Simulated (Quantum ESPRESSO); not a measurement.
**Ag under changes of volume**

One of the cells (17.048 Å³/atom); the others are scaled copies at fixed shape and fractional positions:

```xyz
1
Lattice="0.0000 2.0427 2.0427 2.0427 0.0000 2.0427 2.0427 2.0427 0.0000" Properties=species:S:1:pos:R:3 pbc="T T T"
Ag    0.0000    0.0000    0.0000
```

| Quantity | Value |
| --- | --- |
| Program | Quantum ESPRESSO 7.5 |
| Functional | LDA |
| Potentials or basis | PseudoDojo 0.4.1 SR LDA standard |
| Cutoff | 1170 eV |
| Density cutoff | 4680 eV |
| k mesh | 11 × 11 × 11 |
| Occupations | fermi-dirac, width 0.05 eV |
| Spin | no spin polarisation |

| volume (Å³/atom) | energy over the lowest point (meV/atom) | pressure (GPa) |
| --- | --- | --- |
| 16.025 | 0.00 | -0.4 |
| 16.366 | 3.87 | -3.1 |
| 16.707 | 13.22 | -5.5 |
| 17.048 | 27.31 | -7.6 |
| 17.389 | 45.46 | -9.3 |
| 17.730 | ? | ? |
| 18.071 | 91.55 | -12.1 |

Q: What does the run at 17.730 Å³/atom give?

A: Energy over the lowest point 67.06 meV/atom; pressure -10.8 GPa.

Worked out: A Birch-Murnaghan fit of order 3 (a polynomial in V^(-2/3)) to the other rows has its minimum at 15.98 Å³/atom, just outside them, with B0 = V·E''(V) = 144 GPa and B' = 6.0. It gives 67.04 meV/atom at 17.730 Å³/atom, against the run's 67.06, and -dE/dV = -10.9 GPa, against -10.8.

Energies are extrapolated to zero smearing.
